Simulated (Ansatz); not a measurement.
# Si16HC16: the cost of one run

Computed with Ansatz 0.2.0 (DFT PBE, scalar-relativistic, plane waves, PAW, unless a step's input says otherwise).

### 1 The starting structure

Symmetry: F-43m, No. 216, cubic system. Conventional cell: a = 4.380 Å, b = 4.380 Å, c = 4.380 Å, α = 90.00°, β = 90.00°, γ = 90.00°. Si (site symmetry -43m) has 4 C at 1.90 Å in its first shell of neighbours. Around C (site symmetry -43m) lie 4 Si at 1.90 Å.

Coordinates:

```xyz
2
Lattice="0.0000 2.1899 2.1899 2.1899 0.0000 2.1899 2.1899 2.1899 0.0000" Properties=species:S:1:pos:R:3 pbc="T T T"
Si    1.0949    1.0949    1.0949
C     0.0000    0.0000    0.0000
```

It goes back to an entry of the Materials Project.

It is the result of an earlier relaxation at this level (volume 10.50 Å³/atom; gap on the mesh: 1.37 eV).

### 2 The defect cell, relaxed

The supercell's rows are 1 1 1; 1 -3 1; 1 1 -3 in vectors of the relaxed cell. Atom 33 is the H that will move.

input.yaml

```yaml
crystal:
  lattice:
    - [4.3797259441, 4.3797259441, 4.3797259441]
    - [-4.3797259441, 4.3797259441, -4.3797259441]
    - [-4.3797259441, -4.3797259441, 4.3797259441]
  atoms:
    - { symbol: Si, position: [0.25, 0.0, 0.0] }
    - { symbol: Si, position: [0.25, 0.75, 0.25] }
    - { symbol: Si, position: [0.5, 0.75, 0.0] }
    - { symbol: Si, position: [0.25, 0.5, 0.5] }
    - { symbol: Si, position: [0.5, 0.5, 0.25] }
    - { symbol: Si, position: [0.75, 0.5, 0.0] }
    - { symbol: Si, position: [0.25, 0.25, 0.75] }
    - { symbol: Si, position: [0.5, 0.25, 0.5] }
    - { symbol: Si, position: [0.75, 0.25, 0.25] }
    - { symbol: Si, position: [0.0, 0.25, 0.0] }
    - { symbol: Si, position: [0.5, 0.0, 0.75] }
    - { symbol: Si, position: [0.75, 0.0, 0.5] }
    - { symbol: Si, position: [0.0, 0.0, 0.25] }
    - { symbol: Si, position: [0.75, 0.75, 0.75] }
    - { symbol: Si, position: [0.0, 0.75, 0.5] }
    - { symbol: Si, position: [0.0, 0.5, 0.75] }
    - { symbol: C, position: [0.5, 0.25, 0.25] }
    - { symbol: C, position: [0.5, 0.0, 0.5] }
    - { symbol: C, position: [0.75, 0.0, 0.25] }
    - { symbol: C, position: [0.5, 0.75, 0.75] }
    - { symbol: C, position: [0.75, 0.75, 0.5] }
    - { symbol: C, position: [0.0, 0.75, 0.25] }
    - { symbol: C, position: [0.5, 0.5, 0.0] }
    - { symbol: C, position: [0.75, 0.5, 0.75] }
    - { symbol: C, position: [0.0, 0.5, 0.5] }
    - { symbol: C, position: [0.25, 0.5, 0.25] }
    - { symbol: C, position: [0.75, 0.25, 0.0] }
    - { symbol: C, position: [0.0, 0.25, 0.75] }
    - { symbol: C, position: [0.25, 0.25, 0.5] }
    - { symbol: C, position: [0.0, 0.0, 0.0] }
    - { symbol: C, position: [0.25, 0.0, 0.75] }
    - { symbol: C, position: [0.25, 0.75, 0.0] }
    - { symbol: H, position: [0.7438424403, -0.0129275045, 0.003235361] }
total_charge: 1
basis:
  ecutwfc: 420
  xc_grid: 2
kpoints:
  mp_grid: { grid: [2, 2, 2], shift: [0.5, 0.5, 0.5] }
hamiltonian:
  xc: pbe
scf:
  occupations: { method: gaussian, width: 0.02 }
output:
  forces: true
  stress: false
  eigenvalues: true
  write_density: true
  write_potential: true
  elf: true
  volumetric_format: npy
relax:
  adjacent_minimum: "off"
  f_tol: 0.02
  max_steps: 60
```

On the command line:

```sh
$ ansatz run input.yaml --threads 4 --pin off --max-ram 10240MiB --backend cpu --events-out ev --progress --plain --runs-dir out
```

Q: Estimate wall time and peak memory on 4 threads of Intel Xeon Platinum 8488C (Sapphire Rapids), shared host.

About 30 s, with a peak of 1 GiB.
